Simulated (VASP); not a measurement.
KCl, 8 atoms in the cell. The cell holds a slab with vacuum, 8 atoms: a = 4.463 Å, b = 4.463 Å, c = 24.468 Å, α = 90.00°, β = 90.00°, γ = 90.00°. 

| Item | Value |
| --- | --- |
| Program | VASP 6.6.1 |
| Task | relaxation of the atoms |
| Functional | RPBE |
| Dispersion | D4 |
| Potentials or basis | VASP PAW PBE potentials, release 64 (K_sv, Cl) |
| Cutoff | 520 eV |
| k mesh | 5 × 5 × 1 |
| Occupations | fermi-dirac, width 0.05 eV |
| Spin | no spin polarisation |
| Dipole correction | yes |
| Atoms held fixed (from 0) | [0, 4, 1, 5] |
| Further INCAR settings | ALGO = Normal; EDIFF = 1e-07; IBRION = 2; EDIFFG = -0.005; NSW = 40 |

Potentials or basis: VASP PAW PBE potentials, release 64 (K_sv, Cl).

Run with:

```console
$ cat potpaw_PBE.64/K_sv/POTCAR potpaw_PBE.64/Cl/POTCAR > POTCAR
$ mpirun -np 1 vasp_std > vasp.out
```

Hardware: 1 thread of Intel(R) Xeon(R) 6975P-C (Granite Rapids), on a shared host.

**Question.** How long does it take, and how much memory?

**Answer.** Wall time 21 min on 1 thread of Intel(R) Xeon(R) 6975P-C (Granite Rapids), on a shared host, peak memory 0.62 GiB. Counts: scf iterations 230, k points 6, ion steps 14.
